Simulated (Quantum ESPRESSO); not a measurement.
The system is Ag.

```xyz
2
Lattice="2.9300 0.0000 0.0000 -1.4650 2.5375 0.0000 0.0000 0.0000 4.7900" Properties=species:S:1:pos:R:3 pbc="T T T"
Ag    1.4650    0.8458    3.5925
Ag    0.0000    1.6916    1.1975
```

This isn't the form of Ag at room conditions, which is fcc.

| Item | Value |
| --- | --- |
| Program | Quantum ESPRESSO 7.5 |
| Task | relaxation of cell and atoms |
| Functional | PBEsol |
| Dispersion | D3(BJ) |
| Potentials or basis | GBRV 1.5 PBEsol |
| Cutoff | 762 eV |
| Density cutoff | 6095 eV |
| k mesh | 10 × 10 × 6 |
| Occupations | fermi-dirac, width 0.05 eV |
| Spin | no spin polarisation |

At the start: pressure -10.3 GPa; volume 17.81 Å³/atom.

Problem. Where does the relaxation end?

Solution. Over 6 steps the energy falls by 54.1 meV/atom and the volume is 16.13 Å³/atom (-9.4 %); space group P6_3/mmc (No. 194, to 0.05 Å).

Step by step:
```tsv
step	energy change (eV)	largest force (eV/Å)	pressure (GPa)	volume (Å³)
1	0.0000	0.0000	-10.27	35.61
2	-0.0472	0.0000	-8.26	34.75
3	-0.1031	0.0000	2.22	31.77
4	-0.1085	0.0000	-0.28	32.34
5	-0.1083	0.0000	-0.01	32.27
6	-0.1083	0.0000	0.03	32.27
```

Final structure:
```cif
data_structure
_symmetry_space_group_name_H-M 'P 1'
_symmetry_Int_Tables_number 1
_cell_length_a 2.8381
_cell_length_b 2.8381
_cell_length_c 4.6255
_cell_angle_alpha 90.000
_cell_angle_beta 90.000
_cell_angle_gamma 120.000
_cell_volume 32.27
loop_
_atom_site_label
_atom_site_type_symbol
_atom_site_fract_x
_atom_site_fract_y
_atom_site_fract_z
_atom_site_occupancy
Ag1 Ag 0.66667 0.33333 0.75000 1
Ag2 Ag 0.33333 0.66667 0.25000 1
```

Caveat: pairwise dispersion overbinds metals, which lowers pressure and volume.
